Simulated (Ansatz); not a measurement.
This script drives Ansatz 0.2.0, Python API.

`la2o3.extxyz`
```text
5
Lattice="3.93077788 0.0 0.0 -1.96538894 3.4041535 0.0 0.0 0.0 6.11195352" Properties=species:S:1:pos:R:3 pbc="T T T"
La    1.96538896    1.13471782    4.60697249
La   -0.00000002    2.26943568    1.50498103
O     1.96538896    1.13471782    2.16429989
O    -0.00000002    2.26943568    3.94765363
O     0.00000000    0.00000000    0.00000000
```

`xc_la2o3.py`
```python
'''Functional comparison for La2O3 (totals differ with the potentials too).'''

import ansatz as az

cell = az.Crystal.from_extxyz('la2o3.extxyz')

setup = (
    cell.calculation()
    .kpoints(6, 6, 4, center='gamma')
    .occupations('Fixed')
    .stress()
    .band_table()
)

rows = []
for value in ['revpbe', 'pbe', 'blyp', 'pbesol', 'rpbe']:
    data = setup.functional(value).run(threads=1, backend='cpu').report
    rows.append((value, data['free_energy_ev'] / len(data['lattice']['sites']), data['n_iterations'], sum(data['stress_gpa'][i][i] for i in range(3)) / 3, data['gap_by_band_count_ev'], data['n_kpoints']))

print('  functional   F/atom (eV)    iterations       P (GPa)  gap by band count (eV)      k-points')
for row in rows:
    print(f'{str(row[0]):>12s}  {row[1]:12.5f}  {row[2]:12d}  {row[3]:12.3f}  {row[4]:22.3f}  {row[5]:12d}')
```

It is started by `python xc_la2o3.py`. How long does it take on 1 thread of Arm Neoverse V2 (shared host), and how much memory does it need?

It took about 16 s, with a peak of 0.41 GiB, for 5 runs of the engine.

```console
$ python xc_la2o3.py
DeckWarning: basis.ecutwfc = 420 eV, auto-derived from the records' recommended cutoffs: set by La (normal level)
  functional   F/atom (eV)    iterations       P (GPa)  gap by band count (eV)      k-points
      revpbe   -2845.89462             8         4.176                   3.892            24
         pbe   -2842.41206             7         1.895                   3.841            24
        blyp   -2851.24275             8         6.872                   3.919            24
      pbesol   -2802.94153             8        -3.015                   3.769            24
        rpbe   -2847.29475             8         5.034                   3.909            24
```
(Warnings from the package without file and line.)

From lowest to highest: PBEsol (-3.0 GPa), PBE (1.9 GPa), revPBE (4.2 GPa), RPBE (5.0 GPa) and BLYP (6.9 GPa). At a fixed cell a lower pressure usually means a smaller equilibrium volume, so PBEsol prefers the smallest cell and BLYP the largest. Gaps by band count in the reports: revPBE 3.89 eV, PBE 3.84 eV, BLYP 3.92 eV, PBEsol 3.77 eV and RPBE 3.91 eV (Kohn-Sham values on this mesh, as a rule under measured gaps).

Reading the output:
- Semilocal gaps usually lie well under measured ones.
- Pressure is positive in compression.
- Semilocal functionals put the empty 4f levels of La too low, which can move the conduction edge.
- The structure comes from a database of computed cells and needn't be a stable or known phase.
- Gaps and levels are Kohn-Sham values on a finite set of k-points, without spin-orbit coupling.
- Total energies of different functionals can't be compared; pressures, moments and gaps at this one structure can.
